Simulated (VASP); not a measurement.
# ZnS (Wurtzite-2H) (P6_3mc) in VASP: notebook

Runs on ZnS (Wurtzite-2H). Level: PBE. Tasks: single point.

Everything below comes from runs of VASP 6.6.1. Logs are shortened: lines on timing, memory, paths and dates and some standing lists are left out, and cuts for length are marked.

**The experiment to reproduce.**

From a printed reference work, monograph, for a bulk crystal of ZnS at 4 K: band gap 3.911 eV (direct).

The runs below are set against these values where they give the same quantity.

## 1. The cell of the first run

It takes space group P6_3mc (No. 186, hexagonal). Conventional cell: a = 3.887 Å, b = 3.887 Å, c = 5.992 Å, α = 90.00°, β = 90.00°, γ = 120.00°. Zn (site symmetry 3m) has 4 S at 2.31 to 2.35 Å within 3.0 Å. S (site symmetry 3m) has 4 Zn at 2.31 to 2.35 Å within 3.0 Å.

## 2. Single point, PBE

File INCAR:

```
ALGO = Normal
EDIFF = 1E-7
ENCUT = 520
GGA = PE
ISIF = 2
ISMEAR = -1
LASPH = T
LCHARG = F
LREAL = F
LWAVE = F
NBANDS = 26
NELM = 100
PREC = Accurate
SIGMA = 0.05
```

File KPOINTS:

```
k-points
0
Gamma
  6 6 4
```

File POSCAR:

```
ZnS
1.0
    3.8872200000      0.0000000000      0.0000000000
   -1.9436100000      3.3664314600      0.0000000000
    0.0000000000      0.0000000000      5.9919261822
Zn S
2 2
Direct
    0.3333333333      0.6666666667      0.0000000000
    0.6666666667      0.3333333333      0.5000000000
    0.3333333333      0.6666666667      0.3850000000
    0.6666666667      0.3333333333      0.8850000000
```

Potentials or basis: VASP PAW PBE potentials, release 64 (Zn, S).

Run with:

```bash
$ cat potpaw_PBE.64/Zn/POTCAR potpaw_PBE.64/S/POTCAR > POTCAR
$ mpirun -np 1 vasp_std > vasp.out
```

OUTCAR:

```text
EDIFF = 1E-7
   ENCUT = 520
   GGA = PE
   ISIF = 2
   ISMEAR = -1
   LASPH = T
   LREAL = F
   NELM = 100
   PREC = Accurate

 ion  position               nearest neighbor table
   1  0.333  0.667  0.000-   3 2.31   4 2.35   4 2.35   4 2.35
   2  0.667  0.333  0.500-   4 2.31   3 2.35   3 2.35   3 2.35
   3  0.333  0.667  0.385-   1 2.31   2 2.35   2 2.35   2 2.35
   4  0.667  0.333  0.885-   2 2.31   1 2.35   1 2.35   1 2.35

  LATTYP: Found a hexagonal cell.
 ALAT       =     3.8872200000
 C/A-ratio  =     1.5414425173

  Lattice vectors:

 A1 = (   3.8872200000,   0.0000000000,   0.0000000000)
 A2 = (  -1.9436100000,   3.3664314600,   0.0000000000)
 A3 = (   0.0000000000,   0.0000000000,   5.9919261822)

Analysis of symmetry for initial positions (statically):
=====================================================================
 Subroutine PRICEL returns:
 Original cell was already a primitive cell.

 Routine SETGRP: Setting up the symmetry group for a
 hexagonal supercell.

 Subroutine GETGRP returns: Found 12 space group operations
 (whereof  6 operations were pure point group operations)
 out of a pool of 24 trial point group operations.

The static configuration has the point symmetry C_3v.
 The point group associated with its full space group is C_6v.

Analysis of symmetry for dynamics (positions and initial velocities):
=====================================================================
 Subroutine PRICEL returns:
 Original cell was already a primitive cell.

 Routine SETGRP: Setting up the symmetry group for a
 hexagonal supercell.

 Subroutine GETGRP returns: Found 12 space group operations
 (whereof  6 operations were pure point group operations)
 out of a pool of 24 trial point group operations.

The dynamic configuration has the point symmetry C_3v.
 The point group associated with its full space group is C_6v.

 Subroutine INISYM returns: Found 12 space group operations
 (whereof  6 operations are pure point group operations),
 and found     1 'primitive' translations

----------------------------------------------------------------------------------------

                                     Primitive cell

  volume of cell :      78.4107

  direct lattice vectors                    reciprocal lattice vectors
     3.887220000  0.000000000  0.000000000     0.257253256  0.148525228  0.000000000
    -1.943610000  3.366431460  0.000000000     0.000000000  0.297050456  0.000000000
     0.000000000  0.000000000  5.991926182     0.000000000  0.000000000  0.166891242

  length of vectors
     3.887220000  3.887220164  5.991926182     0.297050468  0.297050456  0.166891242

  position of ions in fractional coordinates (direct lattice)
     0.333333333  0.666666667  0.000000000
     0.666666667  0.333333333  0.500000000
     0.333333333  0.666666667  0.385000000
     0.666666667  0.333333333  0.885000000

  ion indices of the primitive-cell ions
   primitive index   ion index
                 1           1
                 2           2
                 3           3
                 4           4

----------------------------------------------------------------------------------------

 KPOINTS: k-points

Automatic generation of k-mesh.
 Grid dimensions read from file:
 generate k-points for:    6    6    4

 Generating k-lattice:

  Cartesian coordinates                     Fractional coordinates (reciprocal lattice)
     0.042875543  0.024754205  0.000000000     0.166666667  0.000000000  0.000000000
     0.000000000  0.049508409  0.000000000     0.000000000  0.166666667  0.000000000
     0.000000000  0.000000000  0.041722810     0.000000000  0.000000000  0.250000000

  Length of vectors
     0.049508411  0.049508409  0.041722810

  Shift w.r.t. Gamma in fractional coordinates (k-lattice)
     0.000000000  0.000000000  0.000000000

 Subroutine IBZKPT returns following result:
 ===========================================

 Found     21 irreducible k-points:

 Following reciprocal coordinates:
            Coordinates               Weight
  0.000000  0.000000  0.000000      1.000000
  0.166667  0.000000  0.000000      6.000000
  0.333333  0.000000  0.000000      6.000000
  0.500000 -0.000000  0.000000      3.000000
  0.166667  0.166667  0.000000      6.000000
  0.333333  0.166667  0.000000     12.000000
[... 13 lines left out ...]
  0.333333  0.166667  0.500000     12.000000
  0.333333  0.333333  0.500000      2.000000
   k-points           NKPTS =     21   k-points in BZ     NKDIM =     21   number of bands    NBANDS=     26
   number of dos      NEDOS =    301   number of ions     NIONS =      4
   total plane-waves  NPLWV =  43200
   dimension x,y,z NGX =    30 NGY =   30 NGZ =   48
   dimension x,y,z NGXF=    60 NGYF=   60 NGZF=   96
   ions per type =               2   2
   NGX,Y,Z   is equivalent  to a cutoff of  12.83, 12.83, 13.32 a.u.
   NGXF,Y,Z  is equivalent  to a cutoff of  25.66, 25.66, 26.64 a.u.
 SYSTEM =  unknown system
   PREC   = accura    normal or accurate (medium, high low for compatibility)
   ISTART =      0    job   : 0-new  1-cont  2-samecut
   ICHARG =      2    charge: 1-file 2-atom 10-const
   ISPIN  =      1    spin polarized calculation?
   LNONCOLLINEAR =      F non collinear calculations
   LSORBIT =      F    spin-orbit coupling
   LASPH  =      T    aspherical Exc in radial PAW
   ENCUT  =  520.0 eV  38.22 Ry    6.18 a.u.   7.23  7.23 11.14*2*pi/ulx,y,z
   NELM   =    100;   NELMIN=  2; NELMDL= -5     # of ELM steps
   EDIFF  = 0.1E-06   stopping-criterion for ELM
   LREAL  =      F    real-space projection
   EDIFFG = 0.1E-05   stopping-criterion for IOM
   NSW    =      0    number of steps for IOM
   IBRION =     -1    ionic relax: 0-MD 1-quasi-New 2-CG
   NFREE  =      0    steps in history (QN), initial steepest desc. (CG)
   ISIF   =      2    stress and relaxation
   ISYM   =      2    0-nonsym 1-usesym 2-fastsym
   POTIM  = 0.5000    time-step for ionic-motion
   TEBEG  =    0.0;   TEEND  =   0.0 temperature during run
   PSTRESS=    0.0 pullay stress
   NELECT =      36.0000    total number of electrons
   NUPDOWN=      -1.0000    fix difference up-down
   EMIN   =  10.00;   EMAX   =-10.00  energy-range for DOS
   EFERMI =   0.00;   METHOD = LEGACY
   ISMEAR =    -1;   SIGMA  =   0.05  broadening in eV -4-tet -1-fermi 0-gaus
   EFERMI_NEDOS =   21; number of points for ismear=-14 and -15
   IALGO  =     38    algorithm
   IMIX   =      4    mixing-type and parameters
     AMIX     =   0.40;   BMIX     =  1.00
     AMIX_MAG =   1.60;   BMIX_MAG =  1.00
  volume/ion in A,a.u.               =      19.60       132.29
  Fermi-wavevector in a.u.,A,eV,Ry     =   1.262943  2.386617 21.701646  1.595026
  Thomas-Fermi vector in A             =   2.396326
   LORBIT       =      0    0 simple, 1 ext, 2 COOP (PROOUT), +10 PAW based schemes
   GGA     = PE    functional components
   LHFCALC =     F    Hartree Fock is set to
   AEXX    =    0.0000 exact exchange contribution
   IVDW    =     0    specifies the selected vdW correction
   LEPSILON=     F    determine dielectric tensor
   LRPA    =     F    only Hartree local field effects (RPA)
 non-spin polarized calculation
  energy-cutoff  :      520.00
  volume of cell :       78.41
 maximum number of plane-waves:      2146
 NGX is ok and might be reduce to    30
   NGX = 15   NGY = 15   NGZ = 23

 number of electron      35.9999999 magnetization

 Free energy of the ion-electron system (eV)
  ---------------------------------------------------
  ext. energy  EPLUGINS =         0.00000000
  ---------------------------------------------------
  free energy    TOTEN  =       -13.61268051 eV

  energy without entropy =      -13.61268051  energy(sigma->0) =      -13.61268051

 E-fermi :   3.2064     XC(G=0):  -9.6492

 val. band max:        2.2599999029   @ k =   0.0000   0.0000   0.0000
 cond. band min:       4.4156271567   @ k =   0.0000   0.0000   0.0000
 fundamental gap:      2.1556272538
 Fermi energy:         3.2063503336

 k-point     1 :       0.0000    0.0000    0.0000
  band No.  band energies     occupation
      1     -11.0226      2.00000
      2      -9.9526      2.00000
      3      -4.1670      2.00000
      4      -4.1670      2.00000
      5      -4.1490      2.00000
      6      -4.0888      2.00000
[... 18 lines left out ...]
     25       9.7412      0.00000
     26      11.8798      0.00000

 k-point     2 :       0.1667    0.0000    0.0000
  band No.  band energies     occupation
      1     -10.8488      2.00000
      2      -9.8758      2.00000
      3      -4.1852      2.00000
      4      -4.1305      2.00000
      5      -4.1095      2.00000
      6      -4.0637      2.00000
[... 18 lines left out ...]
     25      10.5389      0.00000
     26      10.5585      0.00000

 k-point     3 :       0.3333    0.0000    0.0000
  band No.  band energies     occupation
      1     -10.4278      2.00000
      2      -9.7554      2.00000
      3      -4.1753      2.00000
      4      -4.0716      2.00000
      5      -4.0429      2.00000
      6      -3.9499      2.00000
[... 18 lines left out ...]
     25      11.2115      0.00000
     26      11.8619      0.00000

 k-point     4 :       0.5000   -0.0000    0.0000
  band No.  band energies     occupation
      1     -10.1304      2.00000
      2      -9.7587      2.00000
      3      -4.1618      2.00000
      4      -4.0520      2.00000
      5      -3.9078      2.00000
      6      -3.8851      2.00000
[... 18 lines left out ...]
     25      11.4593      0.00000
     26      13.3281      0.00000
[... 409 lines left out ...]
      1     -10.1748      2.00000
      2     -10.1748      2.00000
      3      -4.1690      2.00000
      4      -4.1690      2.00000
      5      -4.0557      2.00000
      6      -4.0557      2.00000
[... 18 lines left out ...]
     25      10.5209      0.00000
     26      10.5209      0.00000

 k-point    20 :       0.3333    0.1667    0.5000
  band No.  band energies     occupation
      1      -9.9312      2.00000
      2      -9.9312      2.00000
      3      -4.1346      2.00000
      4      -4.1346      2.00000
      5      -3.9688      2.00000
      6      -3.9688      2.00000
[... 18 lines left out ...]
     25      11.0787      0.00000
     26      11.0787      0.00000

 k-point    21 :       0.3333    0.3333    0.5000
  band No.  band energies     occupation
      1      -9.8478      2.00000
      2      -9.8478      2.00000
      3      -4.0750      2.00000
      4      -4.0750      2.00000
      5      -3.9751      2.00000
      6      -3.9751      2.00000
[... 18 lines left out ...]
     25      11.8612      0.00000
     26      11.8612      0.00000

------------------------ aborting loop because EDIFF is reached ----------------------------------------

  FORCE on cell =-STRESS in cart. coord.  units (eV):
  Direction    XX          YY          ZZ          XY          YZ          ZX
  --------------------------------------------------------------------------------------
  -------------------------------------------------------------------------------------
  Total        0.1893284      0.1893285      3.2449629      0.0000000      0.0000000      0.0000000
  in kB        3.8685755      3.8685759     66.3047997      0.0000000      0.0000000      0.0000000
  external PRESSURE =      24.6806504 kB  Pullay stress =       0.0000000 kB

 VOLUME and BASIS-vectors are now :
 -----------------------------------------------------------------------------
  energy-cutoff  :      520.00
  volume of cell :       78.41
      direct lattice vectors                 reciprocal lattice vectors
     3.887220000  0.000000000  0.000000000     0.257253256  0.148525228  0.000000000
    -1.943610000  3.366431460  0.000000000     0.000000000  0.297050456  0.000000000
     0.000000000  0.000000000  5.991926182     0.000000000  0.000000000  0.166891242

 POSITION                                       TOTAL-FORCE (eV/Angst)
 -----------------------------------------------------------------------------------
     -0.00000      2.24429      0.00000         0.000000      0.000000     -0.071269
      1.94361      1.12214      2.99596        -0.000000     -0.000000     -0.071269
     -0.00000      2.24429      2.30689        -0.000000     -0.000000      0.071269
      1.94361      1.12214      5.30285        -0.000000      0.000000      0.071269
 -----------------------------------------------------------------------------------
    total drift:                               -0.000000     -0.000001     -0.000283

  FREE ENERGIE OF THE ION-ELECTRON SYSTEM (eV)
  ---------------------------------------------------
  free  energy   TOTEN  =       -13.6126805059 eV

  energy  without entropy=      -13.6126805058  energy(sigma->0) =      -13.61268051
```

Wall time 23 s (1 thread of Intel Xeon 6975P-C (Granite Rapids), shared host); peak memory 0.2 GiB.

Results:

```
Free energy            : -13.6127 eV
Pressure               : 2.5 GPa
Largest force          : 0.071 eV/Å
Band gap on the k mesh : 2.16 eV, direct
```

Forces in eV/Å, atoms in the order of the input:
```
Zn   0.000  0.000 -0.071
Zn   0.000  0.000 -0.071
S    0.000  0.000  0.071
S    0.000  0.000  0.071
```

Stress tensor (GPa, compression positive):
```
0.39 0.00 0.00
0.00 0.39 0.00
0.00 0.00 6.63
```

## 3. Single point, PBE

File INCAR:

```
SYSTEM = ZnS
  ALGO = Normal
  EDIFF = 1E-6
  ENCUT = 520
  GGA = PE
  ISIF = 2
  ISMEAR = -1
  LASPH = .TRUE.
  LCHARG = .TRUE.
  LELF = .TRUE.
  LREAL = .FALSE.
  LVHAR = .TRUE.
  LWAVE = .FALSE.
  NBANDS = 26
  NELM = 80
  PREC = Accurate
  SIGMA = 0.05
```

File KPOINTS:

```
k-points
0
G
  6 6 4
  0 0 0
```

File POSCAR:

```
ZnS
1.0
    3.9253300000      0.0000000000      0.0000000000
   -1.9626650000      3.3994356900      0.0000000000
    0.0000000000      0.0000000000      5.8761428975
Zn S
2 2
Direct
    0.3333333333      0.6666666667      0.0000000000
    0.6666666667      0.3333333333      0.5000000000
    0.3333333333      0.6666666667      0.3850000000
    0.6666666667      0.3333333333      0.8850000000
```

Potentials or basis: VASP PAW PBE potentials, release 64 (Zn, S).

Run with:

```bash
$ cat potpaw_PBE.64/Zn/POTCAR potpaw_PBE.64/S/POTCAR > POTCAR
$ mpirun -np 1 vasp_std > vasp.out
```

Run time: 22 s. Hardware: 1 thread of Intel Xeon 6975P-C (Granite Rapids), shared host; peak memory 0.2 GiB.

The run converged. Its results:

| Quantity | Value |
| --- | --- |
| Free energy | -13.5314 eV |
| Pressure | 2.8 GPa |
| Largest force | 0.342 eV/Å |
| Band gap on the k mesh | 2.12 eV, direct |

Forces in eV/Å, atoms in the order of the input:
```
Zn   0.000  0.000 -0.342
Zn   0.000  0.000 -0.342
S    0.000  0.000  0.342
S    0.000  0.000  0.342
```

Stress tensor (GPa, compression positive):
```
-0.80  0.00  0.00
 0.00 -0.80  0.00
 0.00  0.00 10.03
```

Levels at points of the mesh, in eV from the valence-band top:
| k point | band 15 | band 16 | band 17 | band 18 | band 19 | band 20 | band 21 | band 22 |
| --- | --- | --- | --- | --- | --- | --- | --- | --- |
| (0.00, 0.00, 0.00) | -1.32 | -0.20 | -0.20 | 0.00 | 2.12 | 2.26 | 5.83 | 5.83 |
| (0.50, 0.00, 0.00) | -3.35 | -2.63 | -1.73 | -0.97 | 3.12 | 4.25 | 5.47 | 6.76 |
| (0.00, 0.00, 0.50) | -0.78 | -0.78 | -0.78 | -0.78 | 3.13 | 3.13 | 6.27 | 6.27 |
| (0.50, 0.00, 0.50) | -1.87 | -1.87 | -1.39 | -1.39 | 3.58 | 3.58 | 5.32 | 5.32 |

## 4. Comparison with measurements

Step 2. Against the measured gap of ZnS, 3.911 eV (direct; 4 K; a printed reference work, monograph), the calculated 2.16 eV is off by -1.76 eV. The value is that of PBE, without temperature or zero-point motion. Semilocal functionals fall short of measured gaps as a rule.

Step 3. Against the measured gap of ZnS, 3.911 eV (direct; 4 K; a printed reference work, monograph), the calculated 2.12 eV is off by -1.79 eV. The value is that of PBE on a finite k mesh, which can miss the band edges, without temperature or zero-point motion. Semilocal functionals fall short of measured gaps as a rule.
